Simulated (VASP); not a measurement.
Calculation: PBE GGA, VASP's PBE PAW potentials (set 64) (plane waves; VASP).

A VASP calculation is set up with these files.

INCAR:
```
# general
SYSTEM =InN
PREC   =Accurate
ENCUT  =600   # plane-wave cut-off (eV)
LREAL  =.FALSE.   # projection in real space or not
LASPH  =.TRUE.   # aspherical one-centre terms

# electronic loop
EDIFF  =1E-7
NELM   =100   # most electronic steps
ALGO   =Normal   # blocked Davidson
LMAXMIX=4   # l cut-off of mixed one-centre charges

# smearing
ISMEAR =1   # Methfessel-Paxton
SIGMA  =0.1   # width (eV)

# functional
GGA    =PE   # PBE

# ions
ISIF   =2   # forces and stress, cell fixed

# output
LWAVE  =.FALSE.
LCHARG =.FALSE.
```

### POSCAR
```
InN
1.0
  0.0000000000   2.5260545661   2.4755334748
  2.4755334748   0.0000000000   2.4755334748
  2.4755334748   2.5260545661   0.0000000000
In N
1 1
Cartesian
  0.0000000000   0.0000000000   0.0000000000
  1.2377667374   1.2630272831   1.2377667374
```

### KPOINTS
```
Automatic mesh
0
Gamma
12 12 12
0 0 0
```

POTCAR, in this order: In_d N (PBE.64 set). Program: vasp_std.

The resulting files:

### OSZICAR
```
       N       E                     dE             d eps       ncg     rms          rms(c)
DAV:   1     0.139298903450E+03    0.13930E+03   -0.10055E+04  4266   0.205E+03
DAV:   2    -0.455340930848E+00   -0.13975E+03   -0.13310E+03  4653   0.405E+02
DAV:   3    -0.126071776184E+02   -0.12152E+02   -0.11945E+02  5071   0.119E+02
DAV:   4    -0.129463846787E+02   -0.33921E+00   -0.33859E+00  4875   0.212E+01
DAV:   5    -0.129592039527E+02   -0.12819E-01   -0.12819E-01  5592   0.394E+00    0.101E+01
DAV:   6    -0.106979089489E+02    0.22613E+01   -0.81813E+00  6437   0.523E+01    0.558E+00
DAV:   7    -0.106807856383E+02    0.17123E-01   -0.59773E-01  4271   0.987E+00    0.218E+00
DAV:   8    -0.106677061633E+02    0.13079E-01   -0.88500E-02  5203   0.317E+00    0.624E-01
DAV:   9    -0.106642288860E+02    0.34773E-02   -0.87137E-03  6480   0.187E+00    0.212E-01
DAV:  10    -0.106646688636E+02   -0.43998E-03   -0.14684E-03  4518   0.386E-01    0.821E-02
DAV:  11    -0.106647036514E+02   -0.34788E-04   -0.58535E-05  5443   0.933E-02    0.214E-02
DAV:  12    -0.106647030408E+02    0.61058E-06   -0.28841E-05  4948   0.498E-02    0.116E-02
DAV:  13    -0.106647025734E+02    0.46738E-06   -0.30995E-06  5572   0.368E-02    0.605E-03
DAV:  14    -0.106647022917E+02    0.28176E-06   -0.42865E-07  4668   0.579E-03    0.108E-03
DAV:  15    -0.106647023119E+02   -0.20266E-07   -0.88782E-09  2269   0.149E-03
   1 F= -.10664702E+02 E0= -.10664743E+02  d E =0.121769E-03
```

File OUTCAR:
```
------------------------ aborting loop because EDIFF is reached ----------------------------------------
  FORCE on cell =-STRESS in cart. coord.  units (eV):
  Direction    XX          YY          ZZ          XY          YZ          ZX
  --------------------------------------------------------------------------------------
  Total        1.0879444      0.8766149      1.0879444      0.0000000      0.0000000      0.0000000
  in kB       56.2998119     45.3637677     56.2998119      0.0000000      0.0000000      0.0000000
  external PRESSURE =      52.6544638 kB  Pullay stress =       0.0000000 kB
  volume of cell :       30.96
      direct lattice vectors                 reciprocal lattice vectors
     0.000000000  2.526054566  2.475533475    -0.201976667  0.197937134  0.201976667
     2.475533475  0.000000000  2.475533475     0.201976667 -0.197937134  0.201976667
     2.475533475  2.526054566  0.000000000     0.201976667  0.197937134 -0.201976667
 POSITION                                       TOTAL-FORCE (eV/Angst)
 -----------------------------------------------------------------------------------
      0.00000      0.00000      0.00000        -0.000000      0.000000     -0.000000
      1.23777      1.26303      1.23777         0.000000      0.000000      0.000000
 -----------------------------------------------------------------------------------
    total drift:                               -0.000000     -0.000000     -0.000000
  FREE ENERGIE OF THE ION-ELECTRON SYSTEM (eV)
  ---------------------------------------------------
  free  energy   TOTEN  =       -10.6647023119 eV

  energy  without entropy=      -10.6648240808  energy(sigma->0) =      -10.66474290
```
(Selected blocks of OUTCAR.)

The compound is InN in the zinc blende structure, a metastable form; wurtzite is the usual one. This cell was strained or had an atom moved on purpose.
